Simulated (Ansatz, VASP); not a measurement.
# AlN in VASP and in Ansatz

POSCAR

```
AlN
1.0
    0.0000000000      2.0188684697      2.0188684697
    2.0188684697      0.0000000000      2.0188684697
    2.0188684697      2.0188684697      0.0000000000
Al N
1 1
Direct
    0.0000000000      0.0000000000      0.0000000000
    0.5000000000      0.5000000000      0.5000000000
```

Contents of INCAR.step1:

```
  PREC = Accurate
  ENCUT = 520
  EDIFF = 1E-5
  ISMEAR = 0
  SIGMA = 0.01
  LREAL = F
  LASPH = T
  NELM = 60
  ALGO = Normal
  ISIF = 2
  LWAVE = T
  GGA = PE
  NBANDS = 11
```

File INCAR.step2:

```
  PREC = Accurate
  ENCUT = 520
  EDIFF = 1E-6
  ISMEAR = 0
  SIGMA = 0.01
  LREAL = F
  LASPH = T
  NELM = 60
  ALGO = Normal
  ISIF = 2
  LWAVE = F
  LCHARG = T
  GGA = PE
  LHFCALC = T
  HFSCREEN = 0.2079
  PRECFOCK = Normal
  LELF = T
  LVHAR = T
  ISTART = 1
  NBANDS = 11
```

File KPOINTS:

```
regular mesh
0
Gamma
  8 8 8
```

Input for Ansatz:

```yaml
crystal:
  lattice:
    - [0.0, 2.0188684697, 2.0188684697]
    - [2.0188684697, 0.0, 2.0188684697]
    - [2.0188684697, 2.0188684697, 0.0]
  atoms:
    - { symbol: Al, position: [0.0, 0.0, 0.0] }
    - { symbol: "N", position: [0.5, 0.5, 0.5] }
kpoints:
  mp_grid: { grid: [8, 8, 8] }
  band_path:
    path:
      - [0.0, 0.0, 0.0]
      - [0.5, 0.0, 0.5]
      - [0.625, 0.25, 0.625]
      - [0.375, 0.375, 0.75]
      - [0.5, 0.5, 0.5]
      - [0.5, 0.25, 0.75]
      - [0.0, 0.5, 0.5]
    npoints: 1
hamiltonian:
  xc: hse06
scf:
  occupations: { method: fixed }
  n_extra_bands: 4
output:
  forces: true
  stress: true
  eigenvalues: true
```

The cell was built by a generator and needn't be a form met in nature.

Alike in both runs: task single point; functional HSE06; k mesh 8 × 8 × 8; no spin polarisation.

|  | VASP | Ansatz |
| --- | --- | --- |
| version | VASP 6.6.1 | Ansatz 0.2.0 |
| potentials or method | VASP PAW PBE potentials, release 64 (Al, N) | plane waves, PAW |
| plane-wave cutoff (eV) | 520 | 420 |
| occupations | gaussian, width 0.01 eV | fixed |
| valence electrons in the cell | 8 | 8 |

```csv
,VASP,Ansatz,Ansatz less VASP
gap on the k mesh at the Fermi level (eV),6.01,6.08,+0.069
pressure (GPa),-1.5,-1.5,-0.09
```

Ansatz warned: «stress_exchange_threshold_loose».

Caveats: the PAW data sets were made with another functional, which shifts forces and pressure a little (VASP). A k mesh can miss the band edges.
